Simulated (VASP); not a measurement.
Write the native input for VASP 6.6.1 that does the following.

- Task: single point
- Functional: PBE
- Potentials or basis: VASP PAW PBE potentials, release 64 (Sb, Mg)
- Cutoff: 520 eV
- k mesh: 7 × 7 × 4
- Occupations: gaussian, width 0.014 eV
- Spin: no spin polarisation
- Further INCAR settings: ALGO = Normal; EDIFF = 1e-06; NBANDS = 16

The structure of Mg3Sb2 lies in POSCAR:

```
Mg3Sb2
1.0
    4.5820000000      0.0000000000      0.0000000000
   -2.2910000000      3.9681284001      0.0000000000
    0.0000000000      0.0000000000      7.2440000000
Sb Mg
2 3
Direct
    0.6666666667      0.3333333333      0.7650000000
    0.3333333333      0.6666666667      0.2350000000
    0.0000000000      0.0000000000      0.0000000000
    0.6666666667      0.3333333333      0.3700000000
    0.3333333333      0.6666666667      0.6300000000
```

One way to write it, as run:

INCAR

```
SYSTEM = Mg3Sb2
PREC = Accurate
ENCUT = 520
EDIFF = 1E-6
ISMEAR = 0
SIGMA = 0.014
LREAL = .FALSE.
LASPH = .TRUE.
NELM = 80
ALGO = Normal
ISIF = 2
LWAVE = .FALSE.
LCHARG = .FALSE.
GGA = PE
NBANDS = 16
```

KPOINTS

```
Automatic mesh
0
G
  7 7 4
  0 0 0
```

Potentials or basis: VASP PAW PBE potentials, release 64 (Sb, Mg).

Run with:

```sh
$ cat potpaw_PBE.64/Sb/POTCAR potpaw_PBE.64/Mg/POTCAR > POTCAR
$ mpirun -np 1 vasp_std > vasp.out
```

Results of the run:

```
Pressure               : 1.0 GPa
Largest force          : 0.497 eV/Å
Band gap on the k mesh : 0.34 eV, indirect (least direct gap 1.17 eV)
```

Caveat: spin-orbit coupling is left out, which moves the levels of the heavy elements; an odd mesh through Γ misses points on the zone boundary, where band edges often lie.

Run time: 34 s on 1 thread of AMD EPYC 9R45 (Zen 5) (shared host), peak memory 0.22 GiB.
